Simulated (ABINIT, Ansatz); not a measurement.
# CaSe (Fm-3m): zone-centre phonons

Aim: the zone-centre modes of CaSe (Fm-3m).

Program: ABINIT 10.8.3. Level of theory: DFT LDA, scalar-relativistic, plane waves, PseudoDojo norm-conserving pseudopotentials. Results are calculated unless marked as measured.

The database entry behind the starting cell differs from later determinations by our own check (0.1 to 0.3 % short, probably kX units), so it need not match the best structure at ambient conditions.

## (1) Set-up

Symmetry: Fm-3m, No. 225, cubic system. The conventional cell has a = 5.790 Å, b = 5.790 Å, c = 5.790 Å, α = 90.00°, β = 90.00°, γ = 90.00°. Nearest to Ca lie 6 Se at 2.89 Å. Nearest to Se lie 6 Ca at 2.89 Å. Farther neighbours and most contacts between anions are not listed.

## (2) Relaxing the cell and atoms

The harmonic expansion needs vanishing forces, and a free crystal bears no stress, so cell and atoms are brought to rest. Stress is more sensitive to the basis than forces are: the last 3 Ha under the cutoff are smoothed with ecutsm, and the cutoff is raised above that of the later runs.

The starting cell comes from a relaxation made beforehand in Ansatz (LDA, PseudoDojo NC).

File relax.abi:

```
# relaxation
ionmov 2
optcell 2
dilatmx 1.08
ntime 40
tolmxf 1.0d-05
tolvrs 1.0d-14
prtwf 0
prtden 0
chksymtnons 0

# basis, mesh and filling
ecut 48.0
ecutsm 3.0
ngkpt 8 8 8
nshiftk 1
shiftk 0.0 0.0 0.0
istwfk *1
occopt 1
nband 13
nstep 100
diemac 9.0
prtebands 0
prtgsr 0
useylm 1

# cell and atoms
acell 3*1.0 Angstrom
rprim 
    0.0 2.894839179 2.894839179
    2.894839179 0.0 2.894839179
    2.894839179 2.894839179 0.0
ntypat 2
znucl 20 34
natom 2
typat 1 2
xred 
    0.0 0.0 0.0
    0.5 0.5 0.5
pp_dirpath "./pseudo"
pseudos "Ca.upf, Se.upf"
```

Command:

```
OMP_NUM_THREADS=1 mpirun -n 4 abinit relax.abi > relax.log
```

Numbers of over 12 decimals in the logs are rounded to 6 here.

relax.abo, the main output file:

```text
[banners, grids, parts of the stress and lines that vanish by symmetry left out]
- input  file    -> relax.abi
- output file    -> relax.abo
- root for input  files -> relaxi
[...]
Symmetries : space group Fm -3 m (#225); Bravais cF (face-center cubic)
[...]
mpw =        6620          nfft =      157464          nkpt =          29
[...]
== DATASET  1 ==================================================================
[...]
cutoff_energies: {ecut:  48.0, pawecutdg:  -1.0, }
[...]
ETOT  1  -157.62396436865    -1.576E+02 1.985E+00 9.027E+02
 ETOT  2  -159.85177739701    -2.228E+00 9.928E-02 2.477E+03
 ETOT  3  -159.97384389413    -1.221E-01 8.604E-03 5.941E+02
 ETOT  4  -160.00602301125    -3.218E-02 1.903E-03 7.543E+01
 ETOT  5  -160.01084573154    -4.823E-03 1.879E-04 4.649E-02
[...]
ETOT 18  -160.01089101247     7.333E-12 1.355E-16 3.664E-14
 ETOT 19  -160.01089101247    -5.457E-12 1.763E-17 7.635E-18
 At SCF step   19       vres2   =  7.64E-18 < tolvrs=  1.00E-14 =>converged.
[...]
sigma(1 1)= -6.25952215E-09  sigma(3 2)=  0.00000000E+00
  sigma(2 2)= -6.25952215E-09  sigma(3 1)=  0.00000000E+00
  sigma(3 3)= -6.25952215E-09  sigma(2 1)=  0.00000000E+00
[...]
convergence: {deltae: -5.457E-12, res2:  7.635E-18, residm:  1.763E-17, diffor: null, }
etotal    :  -1.60010891E+02
[...]
At Broyd/MD step   1, gradients are converged :
[...]
sigma(1 1)= -6.25952215E-09  sigma(3 2)=  0.00000000E+00
  sigma(2 2)= -6.25952215E-09  sigma(3 1)=  0.00000000E+00
  sigma(3 3)= -6.25952215E-09  sigma(2 1)=  0.00000000E+00
[...]
- sigma(1 1)= -1.84161500E-04  sigma(3 2)=  0.00000000E+00
- sigma(2 2)= -1.84161500E-04  sigma(3 1)=  0.00000000E+00
- sigma(3 3)= -1.84161500E-04  sigma(2 1)=  0.00000000E+00
[...]
fcart     -0.0000000000E+00 -0.0000000000E+00 -0.0000000000E+00
           strten     -6.2595221506E-09 -6.2595221506E-09 -6.2595221489E-09
================================================================================

[key lines of the parts left out:]
pressure_GPa:   1.8416E-04
Total energy (etotal) [Ha]= -1.60010891012471E+02
```

Elapsed: 67 s, on 4 MPI ranks of Intel Xeon at 2.70GHz, shared host.

Little changed from the start: no atom moved by 0.005 Å and no cell edge by 0.1 %.

Read from the output:

| Property | Result |
| --- | --- |
| volume per atom | 24.26 Å³ |
| pressure | 1.84e-4 GPa |

## (3) Self-consistent run for the response

First-order wavefunctions inherit every error of the ground state, hence the very tight tolvrs. The mesh is shifted off Γ, since shifted meshes converge sums over the zone faster.

File gs.abi:

```
# ground state
tolvrs 1.0d-16
prtden 1
prtwf 1

# basis, mesh and filling
ecut 39.0
ngkpt 6 6 6
nshiftk 4
shiftk 
    0.5 0.5 0.5
    0.5 0.0 0.0
    0.0 0.5 0.0
    0.0 0.0 0.5
istwfk *1
occopt 1
nband 13
nstep 100
diemac 9.0
prtebands 0
prtgsr 0
useylm 1

# cell and atoms
acell 3*1.0 Angstrom
rprim 
    0.0 2.894839181 2.894839181
    2.894839181 0.0 2.894839181
    2.894839181 2.894839181 0.0
ntypat 2
znucl 20 34
natom 2
typat 1 2
xred 
    0.0 0.0 0.0
    0.5 0.5 0.5
pp_dirpath "./pseudo"
pseudos "Ca.upf, Se.upf"
```

Command:

```
OMP_NUM_THREADS=1 mpirun -n 4 abinit gs.abi > gs.log
```

gs.abo, the main output file:

```text
[banners, grids, parts of the stress and lines that vanish by symmetry left out]
- input  file    -> gs.abi
- output file    -> gs.abo
- root for input  files -> gsi
[...]
Symmetries : space group Fm -3 m (#225); Bravais cF (face-center cubic)
[...]
mpw =        3822          nfft =       91125          nkpt =          28
[...]
== DATASET  1 ==================================================================
[...]
cutoff_energies: {ecut:  39.0, pawecutdg:  -1.0, }
[...]
ETOT  1  -157.38647186702    -1.574E+02 2.642E+00 5.776E+02
 ETOT  2  -159.83904813810    -2.453E+00 8.408E-03 1.615E+03
 ETOT  3  -159.97176973248    -1.327E-01 2.304E-03 3.617E+02
 ETOT  4  -160.00799872149    -3.623E-02 7.615E-04 2.348E+01
 ETOT  5  -160.01072437926    -2.726E-03 1.394E-04 8.370E-02
[...]
ETOT 21  -160.01075372148     9.408E-12 1.884E-19 1.098E-16
 ETOT 22  -160.01075372148    -3.695E-13 3.173E-21 4.068E-17
 At SCF step   22       vres2   =  4.07E-17 < tolvrs=  1.00E-16 =>converged.
[...]
sigma(1 1)=  1.00761543E-05  sigma(3 2)=  0.00000000E+00
  sigma(2 2)=  1.00761543E-05  sigma(3 1)=  0.00000000E+00
  sigma(3 3)=  1.00761543E-05  sigma(2 1)=  0.00000000E+00
[...]
convergence: {deltae: -3.695E-13, res2:  4.068E-17, residm:  3.173E-21, diffor: null, }
etotal    :  -1.60010754E+02
[...]
sigma(1 1)=  1.00761543E-05  sigma(3 2)=  0.00000000E+00
  sigma(2 2)=  1.00761543E-05  sigma(3 1)=  0.00000000E+00
  sigma(3 3)=  1.00761543E-05  sigma(2 1)=  0.00000000E+00
[...]
- sigma(1 1)=  2.96450696E-01  sigma(3 2)=  0.00000000E+00
- sigma(2 2)=  2.96450696E-01  sigma(3 1)=  0.00000000E+00
- sigma(3 3)=  2.96450696E-01  sigma(2 1)=  0.00000000E+00
[...]
fcart     -0.0000000000E+00 -0.0000000000E+00 -0.0000000000E+00
           strten      1.0076154340E-05  1.0076154340E-05  1.0076154340E-05
================================================================================

[key lines of the parts left out:]
pressure_GPa:  -2.9645E-01
```

Wall time 30 s (4 MPI ranks).

Read from the output:

| Property | Result |
| --- | --- |
| pressure | -0.2965 GPa |

The cell stands at -0.30 GPa: the relaxation ran with a smoothed and higher cutoff and on another k mesh.

## (4) The gap at rest

Empty bands on the ground state's density check that the gap assumed so far is there in this cell.

File gap.abi:

```
# empty bands on the ground state's density
iscf -2
getden_filepath "gso_DEN"
tolwfr 1.0d-12
nbdbuf 2
prtwf 0

# basis, mesh and filling
ecut 39.0
ngkpt 8 8 8
nshiftk 1
shiftk 0.0 0.0 0.0
istwfk *1
occopt 1
nband 17
nstep 100
diemac 9.0
prtebands 0
prtgsr 0
useylm 1

# cell and atoms
acell 3*1.0 Angstrom
rprim 
    0.0 2.894839181 2.894839181
    2.894839181 0.0 2.894839181
    2.894839181 2.894839181 0.0
ntypat 2
znucl 20 34
natom 2
typat 1 2
xred 
    0.0 0.0 0.0
    0.5 0.5 0.5
pp_dirpath "./pseudo"
pseudos "Ca.upf, Se.upf"
```

Command:

```
OMP_NUM_THREADS=1 mpirun -n 4 abinit gap.abi > gap.log
```

gap.abo, the main output file:

```text
[banners, grids, parts of the stress and lines that vanish by symmetry left out]
- input  file    -> gap.abi
- output file    -> gap.abo
- root for input  files -> gapi
[...]
Symmetries : space group Fm -3 m (#225); Bravais cF (face-center cubic)
[...]
mpw =        3839          nfft =       91125          nkpt =          29
[...]
== DATASET  1 ==================================================================
[...]
cutoff_energies: {ecut:  39.0, pawecutdg:  -1.0, }
[...]
-outvars: echo values of variables after computation
            acell      1.8897261259E+00  1.8897261259E+00  1.8897261259E+00 Bohr
================================================================================
```

Run time: 35 s. Hardware: 4 MPI ranks.

Numbers from this step:

```
gap on the k-mesh : 1.713 eV
```

In this cell the gap on the mesh is 1.7 eV, indirect (smallest direct 2.7 eV), so fixed occupations hold.

## (5) Linear response at Γ

The derivative of the wavefunctions by k comes first, since the response to a field is built on it; then the field and the displacements that symmetry doesn't supply are solved at q = 0.

It reads the wavefunctions written in step 3.

File dfpt_gamma.abi:

```
ndtset 2

# common to the responses
getwfk_filepath "gso_WFK"
kptopt 2
nqpt 1
qpt 0.0 0.0 0.0
asr 0
chneut 0

# d/dk
rfelfd1 2
rfdir1 1 1 1
iscf1 -3
tolwfr1 1.0d-20

# displacements, field
rfphon2 1
rfatpol2 1 2
rfdir2 1 1 1
rfelfd2 3
getddk2 1
tolvrs2 1.0d-10
prtwf2 0

# basis, mesh and filling
ecut 39.0
ngkpt 6 6 6
nshiftk 4
shiftk 
    0.5 0.5 0.5
    0.5 0.0 0.0
    0.0 0.5 0.0
    0.0 0.0 0.5
istwfk *1
occopt 1
nband 13
nstep 100
diemac 9.0
prtebands 0
prtgsr 0
useylm 1

# cell and atoms
acell 3*1.0 Angstrom
rprim 
    0.0 2.894839181 2.894839181
    2.894839181 0.0 2.894839181
    2.894839181 2.894839181 0.0
ntypat 2
znucl 20 34
natom 2
typat 1 2
xred 
    0.0 0.0 0.0
    0.5 0.5 0.5
pp_dirpath "./pseudo"
pseudos "Ca.upf, Se.upf"
```

Command:

```
OMP_NUM_THREADS=1 mpirun -n 4 abinit dfpt_gamma.abi > dfpt_gamma.log
```

dfpt_gamma.abo, the main output file:

```text
[banners, grids, parts of the stress and lines that vanish by symmetry left out]
- input  file    -> dfpt_gamma.abi
- output file    -> dfpt_gamma.abo
- root for input  files -> dfpt_gammai
[...]
DATASET    1 : space group Fm -3 m (#225); Bravais cF (face-center cubic)
[...]
nfft =       91125          nkpt =         432
[...]
DATASET    2 : space group Fm -3 m (#225); Bravais cF (face-center cubic)
[...]
nfft =       91125          nkpt =         432
[...]
== DATASET  1 ==================================================================
[...]
cutoff_energies: {ecut:  39.0, pawecutdg:  -1.0, }
[...]
- 34.00000  16.00000  180309                  znucl, zion, pspdat
[...]
Perturbation : derivative vs k along direction   1
[...]
-ETOT  1  -48.665620440428     -4.867E+01 2.967E-01 0.000E+00
 ETOT  2  -48.942744972405     -2.771E-01 3.527E-02 0.000E+00
 ETOT  3  -48.955564798825     -1.282E-02 3.967E-03 0.000E+00
 ETOT  4  -48.956509799661     -9.450E-04 3.380E-04 0.000E+00
 ETOT  5  -48.956589340732     -7.954E-05 6.914E-05 0.000E+00
[...]
At SCF step   24   max residual=  9.99E-21 < tolwfr=  1.00E-20 =>converged.
[...]
Perturbation : derivative vs k along direction   2
[...]
-ETOT  1  -48.665620440036     -4.867E+01 2.967E-01 0.000E+00
[...]
At SCF step   24   max residual=  9.99E-21 < tolwfr=  1.00E-20 =>converged.
[...]
Perturbation : derivative vs k along direction   3
[...]
-ETOT  1  -48.665620439643     -4.867E+01 2.967E-01 0.000E+00
[...]
At SCF step   24   max residual=  9.99E-21 < tolwfr=  1.00E-20 =>converged.
[...]
1        1       1.1878735251   -0.0000000000
     1        2       0.5939367625   -0.0000000000
     1        3       0.5939367625    0.0000000000
     2        1       0.5939367625   -0.0000000000
     2        2       1.1878735251   -0.0000000000
     2        3       0.5939367625    0.0000000000
     3        1       0.5939367625    0.0000000000
     3        2       0.5939367625    0.0000000000
     3        3       1.1878735251    0.0000000000
[...]
== DATASET  2 ==================================================================
[...]
cutoff_energies: {ecut:  39.0, pawecutdg:  -1.0, }
[...]
Perturbation : displacement of atom   1   along direction   1
[...]
-ETOT  1   8.420501     -2.668E+03 1.330E+01 6.209E+02
[...]
At SCF step   15       vres2   =  3.95E-11 < tolvrs=  1.00E-10 =>converged.
[...]
Perturbation : displacement of atom   2   along direction   1
[...]
-ETOT  1   12.267264823946     -5.720E+04 7.660E+01 1.924E+03
[...]
At SCF step   12       vres2   =  4.36E-11 < tolvrs=  1.00E-10 =>converged.
[...]
Perturbation : homogeneous electric field along direction   1
[...]
-ETOT  1  -111.80526917297     -1.118E+02 1.593E+01 5.190E+04
[...]
ETOT 15  -129.13841684453     -3.126E-12 2.192E-11 7.156E-10
 ETOT 16  -129.13841684453     -2.046E-12 1.760E-12 5.694E-12
 At SCF step   16       vres2   =  5.69E-12 < tolvrs=  1.00E-10 =>converged.
[...]
Dielectric tensor, in cartesian coordinates,
[...]
1    4   1    4         6.0094611668        -0.0000000000
   1    4   2    4        -0.0000000000        -0.0000000000
   1    4   3    4        -0.0000000000        -0.0000000000
   2    4   1    4        -0.0000000000        -0.0000000000
   2    4   2    4         6.0094611668        -0.0000000000
   2    4   3    4        -0.0000000000        -0.0000000000
   3    4   1    4        -0.0000000000        -0.0000000000
   3    4   2    4        -0.0000000000        -0.0000000000
   3    4   3    4         6.0094611668        -0.0000000000
  Effective charges, in cartesian coordinates,
[...]
1    1   1    4         2.3504784862         0.0000000000
   2    1   1    4        -0.0000000000         0.0000000000
   3    1   1    4         0.0000000000         0.0000000000
   1    2   1    4        -2.3486338695         0.0000000000
   2    2   1    4         0.0000000000         0.0000000000
[...]
Effective charges, in cartesian coordinates,
[...]
2    4   1    2         0.0000000000         0.0000000000
   3    4   1    2         0.0000000000         0.0000000000
   1    4   2    2        -0.0000000000         0.0000000000
   2    4   2    2        -2.3486319184         0.0000000000
   3    4   2    2        -0.0000000000         0.0000000000
   1    4   3    2         0.0000000000         0.0000000000
   2    4   3    2         0.0000000000         0.0000000000
   3    4   3    2        -2.3486319184         0.0000000000
  Phonon wavevector (reduced coordinates) :  0.00000  0.00000  0.00000
 Phonon energies in Hartree :
[...]
Phonon frequencies in cm-1    :
-  9.972211E-01  9.972211E-01  9.972214E-01  1.916623E+02  1.916623E+02
-  1.916623E+02
  Phonon at Gamma, with non-analyticity in the
[...]
Phonon energies in Hartree :
[...]
Phonon frequencies in cm-1    :
-  9.972211E-01  9.972212E-01  9.982391E-01  1.916623E+02  1.916623E+02
-  2.679338E+02
  Phonon at Gamma, with non-analyticity in the
[...]
Phonon energies in Hartree :
[...]
Phonon frequencies in cm-1    :
-  9.972211E-01  9.972213E-01  9.982389E-01  1.916623E+02  1.916623E+02
-  2.679338E+02
  Phonon at Gamma, with non-analyticity in the
[...]
Phonon energies in Hartree :
[...]
Phonon frequencies in cm-1    :
-  9.972211E-01  9.972213E-01  9.982389E-01  1.916623E+02  1.916623E+02
-  2.679338E+02
[...]
fcart2     0.0000000000E+00  0.0000000000E+00  0.0000000000E+00
           strten2     0.0000000000E+00  0.0000000000E+00  0.0000000000E+00
================================================================================
```

Elapsed: 30 min, on 4 MPI ranks; 2 h of CPU time.

Numbers from this step:

| Property | Result |
| --- | --- |
| miss of the charge sum rule | 0.001845 e |
| largest acoustic frequency at the zone centre before the sum rule | 1 cm⁻¹ |
| highest optical zone-centre mode (no LO-TO term) | 191.7 cm⁻¹ |
| lowest optical zone-centre mode | 191.7 cm⁻¹ |
| mean high-frequency dielectric constant | 6.010 |
| largest Born charge in size (third of the trace) | 2.350 e |

Born charge (rows field, columns displacement), before the sum rule (e), principal values of the symmetric part by kind of site:

```
atom  atoms with these values    low  middle   high   mean
 Ca1                        1   2.35    2.35   2.35   2.35
 Se2                        1  -2.35   -2.35  -2.35  -2.35
```

In full for Ca1:

```
2.35 0.00 0.00
0.00 2.35 0.00
0.00 0.00 2.35
```

High-frequency dielectric tensor:

```
6.01 0.00 0.00
0.00 6.01 0.00
0.00 0.00 6.01
```

The acoustic modes at Γ come out as far as 1.0 cm⁻¹ from zero, where they should vanish, a small numerical error; the Born charges miss their sum rule by 0.0018 e, which is good.

(Part 1 of 2 ends here.)

[Host names and launcher messages were left out of these logs when they were recorded.]

[Logs are printed without paths, hosts, clocks, repeated set-up lines and the standing remarks that a program may print on its own settings, such as how far it seeks lower states.]

[Hosts, paths, dates, database ids (printed as entryN), source tags and the programs' standing remarks are cut or masked in the printed files.]
